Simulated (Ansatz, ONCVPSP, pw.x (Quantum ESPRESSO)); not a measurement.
lanthanum: does the ONCV potential hold in the solid?

ONCVPSP 4.0.1.1 (patched build) input, shortened (lines: element, Z, core and valence counts, functional; n l f; lmax; l rc ep ncon nbas qcut; lloc lpopt rc5 dvloc0; l nproj debl; icmod fcfact rcfact), PBEsol, scalar-relativistic:

```
  La 57.00    9    3  -116133      upf
    1    0    2.00
    2    0    2.00
    2    1    6.00
    3    0    2.00
    3    1    6.00
    3    2   10.00
    4    0    2.00
    4    1    6.00
    4    2   10.00
    5    0    2.00
    5    1    6.00
    5    2    1.00
    3
    0    2.35    0.00    3    6    3.90
    1    2.15    0.00    5    8    5.30
    2    3.95    0.00    3    7    4.30
    3    3.20    0.19    3    6    3.50
    4    3    1.55    0.00
    0    2    1.30
    1    2    0.80
    2    2    3.80
    3    1    2.00
    3    3.50    1.15
```

In the s channel the program set the typed energies aside and used -1.895, 0.050 Ha. In the p channel the program set the typed energies aside and used -1.283, 0.250 Ha. In the f channel the program set the typed energies aside and used -0.625 Ha.

Atomic tests: cutoffs needed: 12 Ha and 32 Ha (the cutoffs (Ha) at which the residual kinetic energy of the hardest occupied pseudo-wave falls to 1 and 0.1 mHa per electron); ghost test: no bound ghost flagged; GHOST(+) flagged for s at 44.9 eV, d at 269.2 eV; largest excitation error: +1848 meV (all-electron minus pseudo) for 4f1 5s2 5p6 5d1, out of 4 test configurations.

Crystal test: fcc La in pw.x 7.5, no spin, 11³ k-points, Fermi–Dirac smearing 0.01 Ry, cutoffs 75/300 Ry. The reference is all-electron LAPW (Ansatz 0.2.0) with the same functional, mesh and smearing; V0 and B0 come from Birch–Murnaghan fits to the pressures at five volumes. Errors are pseudo minus all-electron; Δ is the rms difference of the E(V) curves that follow from these fits, minima aligned, over ±6 % about the mean V0. Mesh and smearing are coarse, so the numbers serve the comparison and aren't converged zero-temperature values; the lattice is a test structure that the element need not adopt.

All-electron: a0 = 5.147 Å (V0 = 34.08 Å³/atom), B0 = 27.2 GPa.

Q: How far does the potential miss the all-electron equation of state?

A: mean pressure error (GPa): +22.25. The pressure does not cross zero within the volumes sampled, so no fit is given. The largest radius (3.95 bohr) exceeds half the bond length (3.42 bohr), so the spheres overlap, which is one possible source of error among others. This is a poor potential for the solid. The generator flags a localised state at positive energy (s at 45 eV).

| V (Å³/atom) | P all-electron (GPa) | P pseudo (GPa) |
| --- | --- | --- |
| 31.994 | 1.86 | 28.01 |
| 32.836 | 1.06 | 25.00 |
| 33.678 | 0.33 | 22.34 |
| 34.520 | -0.34 | 19.99 |
| 35.362 | -0.96 | 17.89 |

Q: At the middle volume, how do free energy and pressure move when the wave cutoff is lowered (ecutrho kept at four times it)?

A:

```tsv
cutoff (Ry)	shift of F (meV/atom)	shift of P (GPa)
34	+51.2	-0.21
45	+19.4	-0.07
60	+11.4	+0.09
```

Input at the middle volume:

```
&control
  calculation='scf', prefix='x', pseudo_dir='./', outdir='./tmp', tstress=.true., disk_io='none'
/
&system
  ibrav=0, nat=1, ntyp=1, ecutwfc=75, ecutrho=300, nbnd=13,
  occupations='smearing', smearing='fd', degauss=0.01
/
&electrons
  conv_thr=1e-09, mixing_beta=0.4, electron_maxstep=70
/
ATOMIC_SPECIES
La 1.0 La.UPF
CELL_PARAMETERS angstrom
  0.00000000 2.56313865 2.56313865
  2.56313865 0.00000000 2.56313865
  2.56313865 2.56313865 0.00000000
ATOMIC_POSITIONS crystal
La 0.0000 0.0000 0.0000
K_POINTS automatic
11 11 11 0 0 0
```

```bash
pw.x < La.scf.in > La.scf.out
```

Lines of the output:

```
Message from routine setup:
     using ibrav=0 with symmetry is DISCOURAGED, use correct ibrav instead
     lattice parameter (alat)  =       6.8499  a.u.
     unit-cell volume          =     227.2704 (a.u.)^3
     number of electrons       =        11.00
     number of Kohn-Sham states=           13
     kinetic-energy cutoff     =      75.0000  Ry
     charge density cutoff     =     300.0000  Ry
     scf convergence threshold =      1.0E-09
     Exchange-correlation= PBESOL
     number of k points=    56  Fermi-Dirac smearing, width (Ry)=  0.0100
     iteration #  1     ecut=    75.00 Ry     beta= 0.40
     total energy              =     -66.01439927 Ry
     estimated scf accuracy    <       1.07642661 Ry
     iteration #  2     ecut=    75.00 Ry     beta= 0.40
     total energy              =     -65.96683427 Ry
     estimated scf accuracy    <       0.17703312 Ry
     iteration #  3     ecut=    75.00 Ry     beta= 0.40
     total energy              =     -66.00601579 Ry
     estimated scf accuracy    <       0.00173481 Ry
     iteration #  4     ecut=    75.00 Ry     beta= 0.40
     c_bands:  1 eigenvalues not converged
     c_bands:  1 eigenvalues not converged
     c_bands:  4 eigenvalues not converged
     c_bands:  3 eigenvalues not converged
     c_bands:  1 eigenvalues not converged
     c_bands:  1 eigenvalues not converged
     c_bands:  4 eigenvalues not converged
     c_bands:  1 eigenvalues not converged
     [... 15 repeated lines left out ...]
     total energy              =     -66.00942000 Ry
     estimated scf accuracy    <       0.00022688 Ry
     iteration #  5     ecut=    75.00 Ry     beta= 0.40
     [... 13 repeated lines left out ...]
     total energy              =     -66.00943082 Ry
     estimated scf accuracy    <       0.00002410 Ry
     iteration #  6     ecut=    75.00 Ry     beta= 0.40
     [... 7 repeated lines left out ...]
     total energy              =     -66.00943439 Ry
     estimated scf accuracy    <       0.00000037 Ry
     iteration #  7     ecut=    75.00 Ry     beta= 0.40
     [... 3 repeated lines left out ...]
     total energy              =     -66.00943450 Ry
     estimated scf accuracy    <       0.00000011 Ry
     iteration #  8     ecut=    75.00 Ry     beta= 0.40
     [... 1 repeated lines left out ...]
     total energy              =     -66.00943451 Ry
     estimated scf accuracy    <          2.0E-09 Ry
     iteration #  9     ecut=    75.00 Ry     beta= 0.40
     the Fermi energy is    12.9604 ev
!    total energy              =     -66.00943452 Ry
     estimated scf accuracy    <          4.1E-11 Ry
     smearing contrib. (-TS)   =      -0.01084355 Ry
     The total energy is F=E-TS. E is the sum of the following terms:
     one-electron contribution =      -4.08756815 Ry
     hartree contribution      =       7.22651513 Ry
     xc contribution           =     -11.86971369 Ry
     ewald contribution        =     -57.26782425 Ry
     convergence has been achieved in   9 iterations
          total   stress  (Ry/bohr**3)                   (kbar)     P=      223.36
     Message from routine punch:
     Nothing written, as per user request (disk_io='none')
```

The run at the middle volume (56 k-points, 9 iterations) took about 42 s on one core of a shared host (Neoverse-V1, 32 threads, 247 GiB, load 18).
